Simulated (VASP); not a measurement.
Runs of VASP 6.6.1 on Zr. The structure is cubic, space group Pm-3m (No. 221). Conventional cell: a = 2.811 Å, b = 2.811 Å, c = 2.811 Å, α = 90.00°, β = 90.00°, γ = 90.00°. Zr (site symmetry m-3m) is surrounded by 6 Zr at 2.81 Å. This isn't the form of Zr at room conditions, which is hcp.

```tsv
cell	k mesh	gap on the mesh (eV)	pressure (GPa)
Pm-3m, 22.22 Å³/atom	12 × 12 × 12	none	(a)
Pm-3m, 23.23 Å³/atom	12 × 12 × 12	none	6.5
Pm-3m, 25.25 Å³/atom	18 × 18 × 18	none	0.2
Pm-3m, 28.28 Å³/atom	12 × 12 × 12	none	-5.6
```

Alike in all rows: task single point; level revPBE; potentials or basis VASP PAW PBE potentials, release 64 (Zr_sv); no spin polarisation; cutoff (eV) 520; smearing fermi-dirac 0.1 eV.

Task: Fill in the values left out.

Result: (a) 10.5.

Caveats: the PAW data sets were made with another functional, which shifts forces and pressure a little.

A k mesh can miss the band edges, and the runs leave out spin-orbit coupling on Zr.

A gap of «none» marks a metal or a gap under the smearing width.
